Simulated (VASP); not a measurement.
TiPbO4, 6 atoms in the cell. Symmetry: Cmmm, No. 65, orthorhombic system. Conventional cell: a = 6.878 Å, b = 6.918 Å, c = 3.183 Å, α = 90.00°, β = 90.00°, γ = 90.00°. Around Ti (site symmetry mmm) lie 6 O at 1.98 to 2.01 Å. Around Pb (site symmetry mmm) lie 6 O at 2.16 to 2.23 Å. O (site symmetry 2mm) has 1 Ti at 1.98 Å and 2 Pb at 2.16 Å as nearest neighbours. Around O (site symmetry m2m) lie 2 Ti at 2.01 Å and 1 Pb at 2.23 Å. The cell was built by a generator and needn't be a form met in nature.

| Property | Result |
| --- | --- |
| Program | VASP 6.6.1 |
| Task | elastic constants |
| Functional | PBE |
| Potentials or basis | VASP PAW PBE potentials, release 64 (Ti_sv, Pb_d, O) |
| Cutoff | 520 eV |
| k mesh | 5 × 5 × 8 |
| Occupations | gaussian, width 0.1 eV |
| Spin | no spin polarisation |
| Ions in elastic constants | relaxed |
| Further INCAR settings | ALGO = Normal; EDIFF = 1e-08; IBRION = 6; POTIM = 0.015; NSW = 1; ISIF = 3 |

Potentials or basis: VASP PAW PBE potentials, release 64 (Ti_sv, Pb_d, O).

The run is started by

```sh
$ cat potpaw_PBE.64/Ti_sv/POTCAR potpaw_PBE.64/Pb_d/POTCAR potpaw_PBE.64/O/POTCAR > POTCAR
$ cp INCAR.step1 INCAR
$ mpirun -np 8 vasp_std > vasp.out
$ cp CONTCAR POSCAR
$ cp INCAR.step2 INCAR
$ mpirun -np 8 vasp_std > vasp.out
```

Hardware: 8 MPI ranks on Intel(R) Xeon(R) Platinum 8559C (Emerald Rapids) (shared host).

Task: How long does it take, and how much memory?

Result: It took 6.6 min on 8 MPI ranks on Intel(R) Xeon(R) Platinum 8559C (Emerald Rapids), with other jobs on the host, peak memory 0.47 GiB a rank. Counts: scf iterations 450, k points 45, ion steps 2.
